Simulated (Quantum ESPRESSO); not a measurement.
The system is Na.

```
Na
1.0
    -2.22467    2.13943    2.10501
     2.12331   -2.12596    1.99019
     2.22288    2.12418   -2.09155
Na
1
Direct
  0.00000 0.00000 0.00000
```

```yaml
Program: Quantum ESPRESSO 7.5
Task: relaxation of cell and atoms
Functional: PBEsol
Potentials_or_basis: GBRV 1.5 PBEsol
Cutoff: 612 eV
Density_cutoff: 4898 eV
k_mesh: 5 × 5 × 5
Occupations: gaussian, width 0.1 eV
Spin: no spin polarisation
```

At the start: pressure -0.3 GPa; volume 37.92 Å³/atom.

Where does the relaxation end?

Over 9 steps the energy falls by 46.0 meV/atom and the volume is 35.70 Å³/atom (-5.9 %); space group I4/mmm (No. 139, to 0.05 Å).

The path:
```
step  energy change (eV)  largest force (eV/Å)  pressure (GPa)  volume (Å³)
   1              0.0000                0.0000           -0.35        37.92
   2             -0.0013                0.0000           -0.33        37.79
   3             -0.0311                0.0000            0.22        34.89
   4             -0.0290                0.0000            0.89        32.63
   5             -0.0370                0.0000            0.44        34.02
   6             -0.0390                0.0000            0.34        34.36
   7             -0.0455                0.0000           -0.01        35.73
   8             -0.0460                0.0000           -0.03        35.79
   9             -0.0460                0.0000           -0.01        35.70
```

Final structure:
```
Na
1.0
    -2.49169    1.88426    1.87735
     2.48322   -1.89453    1.92000
     2.49139    1.89508   -1.88710
Na
1
Direct
  0.00000 0.00000 0.00000
```

Caveat: the k mesh is coarse (spacing up to 0.43 Å⁻¹), so the values aren't converged.
